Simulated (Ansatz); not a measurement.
**ZnS: rattling a relaxed structure**

The structure comes from a generated guess, relaxed at this level; another structure or a mixture of phases may lie lower.

Method: DFT PBE, scalar-relativistic, plane waves, PAW in Ansatz. Plane waves to 420 eV, a k mesh through Γ of 4×4×8 on the computed 8-atom cell and Gaussian smearing (0.02 eV); no spin polarisation.

The cell below (8 atoms, space group P4_2/mnm (No. 136)) is relaxed within its symmetry.

```xyz
8
Lattice="6.6302 0.0000 0.0000 0.0000 6.6302 0.0000 0.0000 0.0000 3.8621" Properties=species:S:1:pos:R:3 pbc="T T T"
Zn    4.4766    4.4766    0.0000
Zn    1.1615    5.4687    1.9311
Zn    5.4687    1.1615    1.9311
Zn    2.1536    2.1536    0.0000
S     5.3989    5.3989    1.9311
S     1.2313    1.2313    1.9311
S     4.5464    2.0838    0.0000
S     2.0838    4.5464    0.0000
```

For the test it was strained at random (σ = 1.5 % a component), the atoms were moved at random (σ = 0.05 Å), and all was relaxed again on a coarse 4×2×2 mesh (in the run’s order of axes) with 0.10 eV smearing, with no symmetry imposed.

Q: Does it come back?

A: It returns, within 1 meV/atom of the unmoved cell on that mesh and with the same symmetry when read at 0.1 Å (Pnnm at 0.01 Å, so small strains and shifts remain). No instability shows in this cell; modes of other wave vectors, which need another repeat, aren't tested.
